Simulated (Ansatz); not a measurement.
MgO (h-MgO type) at its r2SCAN geometry, in the plane-wave code Ansatz. One PBE run serves as the base. The settings are then varied one at a time, some on purpose to values that make no sense. Doubtful ones may also carry a cap on iterations. All numbers are computed, and spin polarisation is off unless an edit sets a moment.

Base input:
```yaml
crystal:
  lattice:
    - [3.484019785, 0.0, 0.0]
    - [-1.7420098925, 3.0172496411, 0.0]
    - [0.0, 0.0, 4.185320444]
  atoms:
    - { symbol: Mg, position: [0.3333333333, 0.6666666667, 0.25] }
    - { symbol: Mg, position: [0.6666666667, 0.3333333333, 0.75] }
    - { symbol: O, position: [0.6666666667, 0.3333333333, 0.25] }
    - { symbol: O, position: [0.3333333333, 0.6666666667, 0.75] }
kpoints:
  mp_grid: { grid: [6, 6, 4] }
hamiltonian:
  xc: pbe
scf:
  occupations: { method: fixed }
  n_extra_bands: 5
output:
  forces: true
  stress: true
  eigenvalues: true
```

Base results:
```
Basis set: ecut = 420 eV, 823 PW (Γ)
Symmetry: 24 space group operations
Space group: P63/mmc (ITA 194)
k-points: 21 of 144
SCF converged after 6 iterations
Free energy (F): -4988.118742 eV
Fermi energy:    6.212089 eV
--- Stress (GPa, compression-positive) ---
        4.261391       0.000000       0.000000
        0.000000       4.261391       0.000000
        0.000000       0.000000       4.886904
  P = ⅓ Tr σ = 4.4699 GPa (44.699 kbar)
```
The gap over this mesh is 3.450 eV.

Run as `ansatz run input.yaml --threads 4 --pin off --max-ram 3686MiB --backend cpu --events-out ev --progress --plain --runs-dir out`. Wall time 0.83 s on 4 threads of Arm Neoverse N1, with other jobs on the host; peak host memory 0.28 GiB.

Question: Predict the outcome of this edit.
```yaml
kpoints:
  mp_grid: { grid: [5, 5, 5] }
```

Answer: Energy, stress and gap stay within 1 meV an atom, 0.1 GPa and 0.005 eV of the base.

One of the further runs printed
```
SCF converged after 6 iterations
Free energy (F): -4988.131850 eV
Fermi energy:    6.211746 eV
--- Stress (GPa, compression-positive) ---
        4.268613       0.000000       0.000000
        0.000000       4.268613       0.000000
        0.000000       0.000000       4.905322
  P = ⅓ Tr σ = 4.4808 GPa (44.808 kbar)
```

Question: Which setting had been changed?
A. scf.occupations: gaussian 0.05
B. scf.occupations: fermi_dirac 0.5
C. scf.occupations: tetrahedron
D. basis.ecutwfc: 900

Answer: D. 2727 plane waves in place of 823. The free energy moves by -3.3 meV an atom, the mean stress by +0.01 GPa and the gap on the mesh by +0.001 eV (to 3.452). The base cutoff was converged to that degree.

Question: These lines are set or replaced. What follows?
```yaml
scf:
  mixing: { ndim: 2 }
  max_iter: 63
```

Answer: It converges in 7 iterations against the base's 6. The result is the base's, as it should be for a key that only affects how the solution is found.

Question: The input is altered as follows. How does the run end?
```yaml
scf:
  max_iter: 91
basis:
  ecutrho_ratio: 12
```

Answer: Energy, stress and gap stay within 1 meV an atom, 0.1 GPa and 0.005 eV of the base. The result hardly depends on this setting here.

Question: What happens with this change?
```yaml
basis:
  ecutwfc: 200
```

Answer: 279 plane waves in place of 823. The free energy moves by +4084 meV an atom, the mean stress by +0.07 GPa (single components by up to 3.6) and the gap on the mesh by +0.003 eV (to 3.454). The basis is too small: these are errors of the cutoff.
Lines that differ from the base's log, and the results:
```
Warning: basis.ecutwfc = 200 eV is below the records' recommended 420 eV, and the density's cutoff is lower with it unless basis.ecutrho_ratio is high enough to keep the records' density cutoff: compare with a run at a higher cutoff
Basis set: ecut = 200 eV, 279 PW (Γ)
SCF converged after 7 iterations
Free energy (F): -4971.783737 eV
Fermi energy:    5.891431 eV
--- Stress (GPa, compression-positive) ---
        6.149561       0.000000       0.000000
        0.000000       6.149561       0.000000
        0.000000       0.000000       1.331568
  P = ⅓ Tr σ = 4.5436 GPa (45.436 kbar)
--- Band table (eV; the first three rows and the last of 21) ---
  k-point 0: bands = […, 2.7953, 4.8729, 4.8729, 5.2668, 5.2668, 5.8860, 9.3452, 15.7214, 18.8659, 18.8659, …]
  k-point 1: bands = […, 2.9296, 5.0332, 5.0332, 5.3581, 5.3818, 5.3818, 10.6633, 14.7096, 18.7336, 18.7336, …]
  k-point 2: bands = […, 3.7162, 3.7162, 5.3920, 5.3920, 5.3920, 5.3920, 12.6809, 12.6809, 19.2248, 19.2248, …]
  k-point 20: bands = […, 2.7952, 2.7952, 3.7971, 3.7971, 5.6967, 5.6967, 14.5396, 14.5396, 16.9151, 16.9151, …]
```

One of the further runs printed
```
SCF converged after 6 iterations
Free energy (F): -4987.945871 eV
Fermi energy:    6.210600 eV
--- Stress (GPa, compression-positive) ---
        4.425201       0.000000       0.000000
        0.000000       4.425201       0.000000
        0.000000       0.000000       5.050373
  P = ⅓ Tr σ = 4.6336 GPa (46.336 kbar)
--- Band table (eV; the first three rows and the last of 21) ---
  k-point 0: bands = […, 2.5955, 4.4920, 4.4920, 5.3968, 5.3968, 6.2106, 9.6524, 15.7112, 18.4560, 18.8047, …]
  k-point 1: bands = […, 2.8747, 4.6176, 4.6176, 5.2318, 5.2594, 5.2594, 10.7354, 14.6661, 18.6791, 18.6791, …]
  k-point 2: bands = […, 3.7912, 3.7912, 4.9242, 4.9242, 4.9242, 4.9242, 12.6830, 12.6830, 19.1637, 19.1637, …]
  k-point 20: bands = […, 2.6224, 2.6224, 3.7425, 3.7425, 5.8185, 5.8185, 14.3737, 14.3737, 17.1015, 17.1015, …]
```

Question: Which setting had been changed?
A. scf.occupations: fermi_dirac 0.5
B. scf.occupations: methfessel_paxton 0.05
C. basis.ecutwfc: 350
D. scf.mixing.ndim: 1

Answer: C. 661 plane waves in place of 823. The free energy moves by +43 meV an atom, the mean stress by +0.16 GPa and the gap on the mesh by -0.009 eV (to 3.442). The basis is too small: these are errors of the cutoff.
